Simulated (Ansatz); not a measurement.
## Putting H into Hg

Method: DFT PBE, scalar-relativistic, plane waves, PAW (Ansatz).

Cutoff 420 eV; k points 10×6×10 on the computed 2-atom cell (Γ-centred); Gaussian smearing, width 0.02 eV; no spin polarisation for the host; each changed cell takes a mesh and smearing chosen by its own gap and starts from the host's moments or customary ones, or runs without spin. Cells and atoms are relaxed to the nearest stationary point that keeps the symmetry of their start (forces under 0.02 to 0.04 eV/Å, stress under 0.1 to 0.2 GPa); energies are at zero smearing, without zero-point or thermal terms.

Relaxed host (gap on the mesh 0.38 eV):

```
Hg
1.0
     3.58662    0.00000   -0.00368
     0.00000    5.63804    0.00000
    -1.78943    0.00000    3.12386
Hg
2
Cartesian
  0.8996 1.4095 2.5824
  0.8976 4.2285 0.5378
```

Cases: (1) 2 H in a 1×1×1 repeat of the cell, at (0.000 0.000 0.500), (0.000 0.500 0.500) in fractions of that repeat, 2.50 Å from the nearest atom of the relaxed host; (2) 2 H in a 1×1×1 repeat of the cell, at (0.333 0.250 0.167), (0.666 0.750 0.833) in fractions of that repeat, 2.06 Å from the nearest atom of the relaxed host.

**Question.** Give the energy per H taken from half an H2 molecule (negative: uptake is favourable), the swelling and the final surroundings.

**Answer.**
```csv
case,formula,energy per H (eV),ΔV (%),principal strains (%),nearest host atoms of the first H,gap (eV)
1,HgH,0.51,+59.8,+48.1 +5.9 +1.9,1 (Hg) from 1.66 Å,1.65
2,HgH,0.66,+15.4,+35.4 +11.2 -23.4,2 (Hg) from 1.86 Å,0
```

Each ion keeps what symmetry its start has, so a lower place off a symmetric site can be missed, above all for H.

Relaxed structure of case 1, the lowest per ion:

```xyz
4
Lattice="3.7036 0.1041 0.0568 0.1636 8.3376 -0.0987 -1.7950 -0.1066 3.2425" Properties=species:S:1:pos:R:3 pbc="T T T"
Hg    1.7343    2.0773    2.8433
Hg    0.8307    6.2542    1.1691
H    -0.2819   -0.8368    1.8202
H     1.7790    5.0068    0.6171
```

Spin-orbit coupling is left out. In HgH a bond of the host changes by more than 0.6 Å or the volume by a third: the framework has rearranged or swollen or shrunk strongly, and the figure may no longer describe a topotactic step.

This form of Hg, the host, isn't the element's usual structure.

Cost: 3 runs of about 4.8 core-minutes in all, on Arm Neoverse V2 (shared hosts).